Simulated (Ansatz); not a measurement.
# Al2Ru: the cost of one run

Method: DFT PBEsol, scalar-relativistic, plane waves, PAW, in Ansatz 0.2.0.

2 further runs of the same task are left out: 2 set aside as unsound or not needed.

## (1) The system as given

It takes space group I4/mmm (No. 139, tetragonal). Conventional cell: a = 3.125 Å, b = 3.125 Å, c = 8.413 Å, α = 90.00°, β = 90.00°, γ = 90.00°. Around Al (site symmetry 4mm) lie 5 Ru at 2.58 to 2.87 Å and 5 Al at 2.67 to 2.69 Å. Ru (site symmetry 4/mmm) is surrounded by 10 Al at 2.58 to 2.87 Å.

Structure file:

```cif
data_structure
_symmetry_space_group_name_H-M 'I4/mmm'
_symmetry_Int_Tables_number 139
_cell_length_a 3.1248
_cell_length_b 3.1248
_cell_length_c 8.4125
_cell_angle_alpha 90.000
_cell_angle_beta 90.000
_cell_angle_gamma 90.000
_cell_volume 82.14
loop_
_atom_site_label
_atom_site_type_symbol
_atom_site_symmetry_multiplicity
_atom_site_Wyckoff_symbol
_atom_site_fract_x
_atom_site_fract_y
_atom_site_fract_z
_atom_site_occupancy
Al1 Al 4 e 0.50000 0.50000 0.15893 1
Ru1 Ru 2 a 0.00000 0.00000 0.00000 1
```

It goes back to an entry of the Materials Project, which need not be the stable form.

It is the result of an earlier relaxation at this level (volume 13.69 Å³/atom; gap on the mesh: none (metal)).

## (2) The reference run: elastic constants

Contents of input.yaml:

```yaml
crystal:
  lattice:
    - [-1.5623910878, 1.5623910878, 4.2062690254]
    - [1.5623910878, -1.5623910878, 4.2062690254]
    - [1.5623910878, 1.5623910878, -4.2062690254]
  atoms:
    - { symbol: Al, position: [0.6589339485, 0.6589339485, 0.0] }
    - { symbol: Al, position: [0.3410660515, 0.3410660515, 0.0] }
    - { symbol: Ru, position: [0.0, 0.0, 0.0] }
basis:
  ecutwfc: 420
kpoints:
  mp_grid: { grid: [18, 18, 18] }
hamiltonian:
  xc: pbesol
scf:
  occupations: { method: fermi_dirac, width: 0.15 }
output:
  forces: true
  stress: true
  eigenvalues: true
elastic:
  mode: relaxed_ion
  stencil: two_point
```

Started as:

```
$ ansatz run input.yaml --threads 1 --pin off --max-ram 3072MiB --backend cpu --events-out ev --progress --plain --runs-dir out
```

Q: Estimate wall time and peak memory on 1 thread of Intel Xeon Platinum 8259CL at 2.50GHz (Skylake/Cascade Lake), shared host.

About 19 min, with a peak of 1.2 GiB.
